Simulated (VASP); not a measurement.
# GaAs (F-43m) in VASP: elastic constants with r2SCAN

Aim: the elastic constants of GaAs with r2SCAN.

All numbers are computed with VASP 6.6.1; they aren't measurements. Logs are shortened: lines on timing, memory, paths and dates and some standing lists are left out, and cuts for length are marked.

## Step 1: Starting point

Symmetry: F-43m, No. 216, cubic system. Conventional cell: a = 5.654 Å, b = 5.654 Å, c = 5.654 Å, α = 90.00°, β = 90.00°, γ = 90.00°. Ga (site symmetry -43m) has 4 As at 2.45 Å as nearest neighbours. As (site symmetry -43m) has 4 Ga at 2.45 Å as nearest neighbours.

## Step 2: Elastic constants, r2SCAN

File POSCAR:

```
GaAs
1.0
    0.0000000000      2.8268500000      2.8268500000
    2.8268500000      0.0000000000      2.8268500000
    2.8268500000      2.8268500000      0.0000000000
Ga As
1 1
Direct
    0.0000000000      0.0000000000      0.0000000000
    0.2500000000      0.2500000000      0.2500000000
```

File INCAR.step1:

```
SYSTEM = GaAs
PREC = Accurate
ENCUT = 600
EDIFF = 1E-8
ISMEAR = 0
SIGMA = 0.02
LREAL = .FALSE.
LASPH = .TRUE.
NELM = 100
ALGO = Normal
ISIF = 3
LWAVE = .FALSE.
LCHARG = .FALSE.
METAGGA = R2SCAN
LMIXTAU = .TRUE.
IBRION = 2
NSW = 40
EDIFFG = -0.002
```

File INCAR.step2:

```
SYSTEM = GaAs
PREC = Accurate
ENCUT = 600
EDIFF = 1E-8
ISMEAR = 0
SIGMA = 0.02
LREAL = .FALSE.
LASPH = .TRUE.
NELM = 100
ALGO = Normal
ISIF = 3
LWAVE = .FALSE.
LCHARG = .FALSE.
METAGGA = R2SCAN
LMIXTAU = .TRUE.
IBRION = 6
NFREE = 2
POTIM = 0.015
NSW = 1
```

File KPOINTS:

```
regular mesh
0
G
  8 8 8
  0 0 0
```

Potentials or basis: VASP PAW PBE potentials, release 64 (Ga_d, As).

Started as:

```
cat potpaw_PBE.64/Ga_d/POTCAR potpaw_PBE.64/As/POTCAR > POTCAR
cp INCAR.step1 INCAR
mpirun -np 1 vasp_std > vasp.out
cp CONTCAR POSCAR
cp INCAR.step2 INCAR
mpirun -np 1 vasp_std > vasp.out
```

OUTCAR:

```text
SYSTEM = GaAs
   PREC = Accurate
   ENCUT = 600
   EDIFF = 1E-8
   ISMEAR = 0
   LREAL = .FALSE.
   LASPH = .TRUE.
   NELM = 100
   ISIF = 3
   METAGGA = R2SCAN
   IBRION = 6
   NFREE = 2
   POTIM = 0.015
   NSW = 1

 ion  position               nearest neighbor table
   1  0.000  0.000  0.000-   2 2.45   2 2.45   2 2.45   2 2.45
   2  0.250  0.250  0.250-   1 2.45   1 2.45   1 2.45   1 2.45

  LATTYP: Found a face centered cubic cell.
 ALAT       =     5.6684420188

  Lattice vectors:

 A1 = (   0.0000000000,   2.8342210094,   2.8342210094)
 A2 = (   2.8342210094,   0.0000000000,   2.8342210094)
 A3 = (   2.8342210094,   2.8342210094,   0.0000000000)

Analysis of symmetry for initial positions (statically):
=====================================================================
 Subroutine PRICEL returns:
 Original cell was already a primitive cell.

 Routine SETGRP: Setting up the symmetry group for a
 face centered cubic supercell.

 Subroutine GETGRP returns: Found 24 space group operations
 (whereof 24 operations were pure point group operations)
 out of a pool of 48 trial point group operations.

The static configuration has the point symmetry T_d .

Analysis of symmetry for dynamics (positions and initial velocities):
=====================================================================
 Subroutine PRICEL returns:
 Original cell was already a primitive cell.

 Routine SETGRP: Setting up the symmetry group for a
 face centered cubic supercell.

 Subroutine GETGRP returns: Found 24 space group operations
 (whereof 24 operations were pure point group operations)
 out of a pool of 48 trial point group operations.

The dynamic configuration has the point symmetry T_d .

 Subroutine INISYM returns: Found 24 space group operations
 (whereof 24 operations are pure point group operations),
 and found     1 'primitive' translations

----------------------------------------------------------------------------------------

                                     Primitive cell

  volume of cell :      45.5335

  direct lattice vectors                    reciprocal lattice vectors
     0.000000000  2.834221009  2.834221009    -0.176415318  0.176415318  0.176415318
     2.834221009  0.000000000  2.834221009     0.176415318 -0.176415318  0.176415318
     2.834221009  2.834221009  0.000000000     0.176415318  0.176415318 -0.176415318

  length of vectors
     4.008193790  4.008193790  4.008193790     0.305560294  0.305560294  0.305560294

  position of ions in fractional coordinates (direct lattice)
     0.000000000  0.000000000  0.000000000
     0.250000000  0.250000000  0.250000000

  ion indices of the primitive-cell ions
   primitive index   ion index
                 1           1
                 2           2

----------------------------------------------------------------------------------------

 KPOINTS: regular mesh

Automatic generation of k-mesh.
 Grid dimensions read from file:
 generate k-points for:    8    8    8

 Generating k-lattice:

  Cartesian coordinates                     Fractional coordinates (reciprocal lattice)
    -0.022051915  0.022051915  0.022051915     0.125000000  0.000000000  0.000000000
     0.022051915 -0.022051915  0.022051915     0.000000000  0.125000000  0.000000000
     0.022051915  0.022051915 -0.022051915     0.000000000  0.000000000  0.125000000

  Length of vectors
[... 112 lines left out ...]
  -------------------------------------------------------------------------------------
  Total       -0.0010042     -0.0010042     -0.0010042      0.0000000      0.0000000     -0.0000000
  in kB       -0.0353341     -0.0353341     -0.0353341      0.0000000      0.0000000     -0.0000000
  external PRESSURE =      -0.0353341 kB  Pullay stress =       0.0000000 kB
[... 89 lines left out ...]
  FREE ENERGIE OF THE ION-ELECTRON SYSTEM (eV)
  ---------------------------------------------------
  free  energy   TOTEN  =       -27.0504146899 eV

  energy  without entropy=      -27.0504146899  energy(sigma->0) =      -27.05041469

[... ionic steps 4 to 14 ...]

--------------------------------------- Ionic step       15  -------------------------------------------

 number of electron      18.0000006 magnetization

------------------------ aborting loop because EDIFF is reached ----------------------------------------
[... 67 lines left out ...]
--------------------------------------- Ionic step       17  -------------------------------------------

 number of electron      18.0000010 magnetization

 Free energy of the ion-electron system (eV)
  ---------------------------------------------------
  ext. energy  EPLUGINS =         0.00000000
  ---------------------------------------------------
  free energy    TOTEN  =       -27.05303720 eV

  energy without entropy =      -27.05303720  energy(sigma->0) =      -27.05303720

 E-fermi :   3.7599     XC(G=0): -10.2178

 val. band max:        3.6527860161   @ k =   0.0000   0.0000   0.0000
 cond. band min:       4.5391275262   @ k =   0.0000   0.0000   0.0000
 fundamental gap:      0.8863415102
 Fermi energy:         3.7598868041

 k-point     1 :       0.0000    0.0000    0.0000
  band No.  band energies     occupation
      1     -11.6203      2.00000
      2     -11.6188      2.00000
      3     -11.6170      2.00000
      4     -11.5309      2.00000
      5     -11.5309      2.00000
      6      -9.5468      2.00000
      7       3.5583      2.00000
      8       3.6065      2.00000
      9       3.6528      2.00000
     10       4.5391      0.00000
     11       7.6133      0.00000
     12       7.6439      0.00000
     13       7.6768      0.00000
[... 354 lines left out ...]
  band No.  band energies     occupation
      1     -11.7138      2.00000
      2     -11.5914      2.00000
      3     -11.5837      2.00000
      4     -11.5355      2.00000
      5     -11.5273      2.00000
      6      -7.3575      2.00000
      7      -3.0372      2.00000
      8       0.3340      2.00000
      9       1.6493      2.00000
     10       6.9777      0.00000
     11       8.1638      0.00000
     12      10.3464      0.00000
     13      11.7945      0.00000

 [... further k-points ...]

------------------------ aborting loop because EDIFF is reached ----------------------------------------

  FORCE on cell =-STRESS in cart. coord.  units (eV):
  Direction    XX          YY          ZZ          XY          YZ          ZX
  --------------------------------------------------------------------------------------
  -------------------------------------------------------------------------------------
  Total       -0.0000609      0.0022126      0.0022126      0.0000000      0.1043160      0.0000000
  in kB       -0.0021426      0.0778532      0.0778532      0.0000000      3.6705433      0.0000000
  external PRESSURE =       0.0511879 kB  Pullay stress =       0.0000000 kB
[... 17 lines left out ...]
  FREE ENERGIE OF THE ION-ELECTRON SYSTEM (eV)
  ---------------------------------------------------
  free  energy   TOTEN  =       -27.0530372046 eV

  energy  without entropy=      -27.0530372046  energy(sigma->0) =      -27.05303720

 INTERNAL STRAIN TENSORS FROM STRAINED CELLS
 ============================================

 INTERNAL STRAIN TENSOR FOR ION    1 for displacements in x,y,z  (eV/Angst):
          X           Y           Z          XY          YZ          ZX
  --------------------------------------------------------------------------------
  x    -0.00000     0.00000     0.00000     0.00000     6.94022     0.00000
  y     0.00000     0.00000     0.00000    -0.00000    -0.00000     6.94009
  z     0.00000     0.00000     0.00000     6.93981     0.00000    -0.00000

 INTERNAL STRAIN TENSORS FROM DISPLACED ATOMS
 ============================================

 INTERNAL STRAIN TENSOR FOR ION    1 for displacements in x,y,z  (eV/Angst):
          X           Y           Z          XY          YZ          ZX
  --------------------------------------------------------------------------------
  x     0.00000     0.00000     0.00000     0.00000     6.91034     0.00000
  y     0.00000    -0.00000     0.00000     0.00000     0.00000     6.91034
  z     0.00000     0.00000     0.00000     6.91034     0.00000     0.00000

 INTERNAL STRAIN TENSOR FOR ION    2 for displacements in x,y,z  (eV/Angst):
          X           Y           Z          XY          YZ          ZX
  --------------------------------------------------------------------------------
  x     0.00000    -0.00000    -0.00000     0.00000    -6.97947     0.00000
  y     0.00000    -0.00000     0.00000     0.00000     0.00000    -6.97947
  z    -0.00000    -0.00000     0.00000    -6.97947     0.00000     0.00000

 Eigenvectors and eigenvalues of the dynamical matrix
 ----------------------------------------------------

   1 f  =    7.950880 THz    49.956854 2PiTHz  265.212817 cm-1    32.882184 meV
             X         Y         Z           dx          dy          dz
      0.000000  0.000000  0.000000    -0.075074   -0.072349    0.708675
      1.417111  1.417111  1.417111     0.073134    0.070479   -0.690357
[... 21 lines left out ...]
   6 f/i=    0.038825 THz     0.243947 2PiTHz    1.295072 cm-1     0.160568 meV
             X         Y         Z           dx          dy          dz
      0.000000  0.000000  0.000000    -0.654053   -0.232294    0.071858
      1.417111  1.417111  1.417111    -0.671407   -0.238458    0.073764

--------------------------------------------------------------------------------------------------------

 ELASTIC MODULI CONTR FROM IONIC RELAXATION (kBar)
 Direction    XX          YY          ZZ          XY          YZ          ZX
 --------------------------------------------------------------------------------
 XX          -0.0000     -0.0000     -0.0000     -0.0000      0.0000      0.0000
 YY          -0.0000     -0.0000     -0.0000     -0.0000     -0.0000     -0.0000
 ZZ          -0.0000     -0.0000     -0.0000      0.0000     -0.0000      0.0000
 XY          -0.0000     -0.0000      0.0000   -181.6182      0.0000      0.0000
 YZ           0.0000     -0.0000     -0.0000      0.0000   -181.6182      0.0000
 ZX           0.0000     -0.0000      0.0000      0.0000      0.0000   -181.6182
 --------------------------------------------------------------------------------

 TOTAL ELASTIC MODULI (kBar)
 Direction    XX          YY          ZZ          XY          YZ          ZX
 --------------------------------------------------------------------------------
 XX        1174.2666    497.3541    497.3541      0.0000      0.0000      0.0000
 YY         497.3541   1174.2666    497.3541      0.0000      0.0000      0.0000
 ZZ         497.3541    497.3541   1174.2666      0.0000     -0.0000     -0.0000
 XY           0.0000      0.0000      0.0000    596.1745      0.0000      0.0000
 YZ           0.0000      0.0000     -0.0000      0.0000    596.1745      0.0000
 ZX           0.0000      0.0000     -0.0000      0.0000      0.0000    596.1745
 --------------------------------------------------------------------------------
```

It took 49 min on 1 thread of Intel Xeon Platinum 8259CL at 2.50GHz (Skylake/Cascade Lake), shared host; peak memory 0.36 GiB.

Results:

| Property | Result |
| --- | --- |
| Relaxed volume | 22.77 Å³/atom |
| Relaxed cell | a = 4.008 Å, b = 4.008 Å, c = 4.008 Å, α = 60.00°, β = 60.00°, γ = 60.00° |
| Space group after relaxing (to 0.05 Å) | F-43m (No. 216) |
| Elastic constants C11, C12, C44 | 117, 50, 60 GPa |
| Voigt bulk modulus | 72 GPa |
| Highest phonon frequency at Γ, LO-TO splitting left out | 265 cm⁻¹ |

The path:
```tsv
step	energy change (eV)	largest force (eV/Å)	pressure (GPa)	volume (Å³)
1	0.0000	0.0000	0.57	45.18
2	-0.0004	0.0000	-0.28	45.71
3	-0.0006	0.0000	0.04	45.51
4	-0.0006	0.0000	0.00	45.53
```

Final structure:
```cif
data_structure
_symmetry_space_group_name_H-M 'P 1'
_symmetry_Int_Tables_number 1
_cell_length_a 4.0082
_cell_length_b 4.0082
_cell_length_c 4.0082
_cell_angle_alpha 60.000
_cell_angle_beta 60.000
_cell_angle_gamma 60.000
_cell_volume 45.53
loop_
_atom_site_label
_atom_site_type_symbol
_atom_site_fract_x
_atom_site_fract_y
_atom_site_fract_z
_atom_site_occupancy
Ga1 Ga 0.00000 0.00000 0.00000 1
As1 As 0.25000 0.25000 0.25000 1
```

Phonon frequencies in cm⁻¹ (negative: imaginary):
| q point | frequencies |
| --- | --- |
| (0.000, 0.000, 0.000) | -1 -1 -1 265 265 265 |

Elastic tensor in Voigt notation (GPa, in the Cartesian axes of the cell as first typed):
```
117  50  50   0   0   0
 50 117  50   0   0   0
 50  50 117   0   0   0
  0   0   0  60   0   0
  0   0   0   0  60   0
  0   0   0   0   0  60
```

Clamped-ion elastic tensor (GPa):
```
117  50  50   0   0   0
 50 117  50   0   0   0
 50  50 117   0   0   0
  0   0   0  78   0   0
  0   0   0   0  78   0
  0   0   0   0   0  78
```

Caveat: the PAW data sets were made with another functional, which shifts forces and pressure a little.
